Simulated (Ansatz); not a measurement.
Deforming Si

```xyz
2
Lattice="-2.2510 2.3685 1.2750 2.2510 -2.3685 1.2750 2.2510 2.3685 -1.2750" Properties=species:S:1:pos:R:3 pbc="T T T"
Si    0.0000    1.1843    1.4204
Si    2.2510    1.1843   -0.1453
```

Atoms are numbered in the order listed.

The cell comes from COD entry 9011656, which wasn't checked; take it as a given geometry.

The calculation used DFT, PBE, PAW with Ansatz's default frozen-core files, scalar-relativistic (Ansatz 0.2.0).

Numerical set-up: a Γ-centred 16×16×16 k mesh, Fermi–Dirac smearing of 0.05 eV, cutoff 420 eV, no spin polarisation.

The unchanged cell is at 15.76 GPa.

In a metal, stresses and small energies carry noise from the k mesh.

x, y and z are the Cartesian axes of the cell as listed; fractional coordinates follow a strain, and an engineering shear is twice the off-diagonal strain component.

(1) With this change (equal xy, yz and zx engineering shear strains of -2 %), what becomes of the energy and stress and forces?

With equal xy, yz and zx engineering shear strains of +1 %: energy change +0.9 meV/atom; stress change (xx, yy, zz, yz, xz, xy) -0.12, 0.14, -0.01, -0.75, -0.48, -0.79 GPa, compression positive; change of the force on Si1 (0.033, -0.014, 0.000) eV/Å.

(2) With this change (equal xy, yz and zx engineering shear strains of +3 %), what becomes of the energy and stress and forces?

(3) With this change (equal xy, yz and zx engineering shear strains of -3 %), what becomes of the energy and stress and forces?

(4) With this change (equal xy, yz and zx engineering shear strains of -1 %), what becomes of the energy and stress and forces?

(5) With this change (equal xy, yz and zx engineering shear strains of +2 %), what becomes of the energy and stress and forces?

Results:

(1) Energy change +3.9 meV/atom; stress change (xx, yy, zz, yz, xz, xy) -0.12, 0.29, -0.12, 1.58, 1.17, 1.63 GPa, compression positive; change of the force on Si1 (-0.061, 0.027, 0.000) eV/Å.

(2) Energy change +7.8 meV/atom; stress change (xx, yy, zz, yz, xz, xy) 0.06, 0.36, -0.40, -2.13, -1.22, -2.07 GPa, compression positive; change of the force on Si1 (0.096, -0.039, -0.007) eV/Å.

(3) Energy change +9.3 meV/atom; stress change (xx, yy, zz, yz, xz, xy) 0.04, 0.43, -0.33, 2.51, 2.04, 2.58 GPa, compression positive; change of the force on Si1 (-0.102, 0.046, -0.003) eV/Å.

(4) Energy change +0.9 meV/atom; stress change (xx, yy, zz, yz, xz, xy) -0.14, 0.14, 0.01, 0.73, 0.45, 0.76 GPa, compression positive; change of the force on Si1 (-0.028, 0.012, 0.001) eV/Å.

(5) Energy change +3.6 meV/atom; stress change (xx, yy, zz, yz, xz, xy) -0.18, 0.40, -0.19, -1.38, -0.73, -1.41 GPa, compression positive; change of the force on Si1 (0.064, -0.024, -0.003) eV/Å.
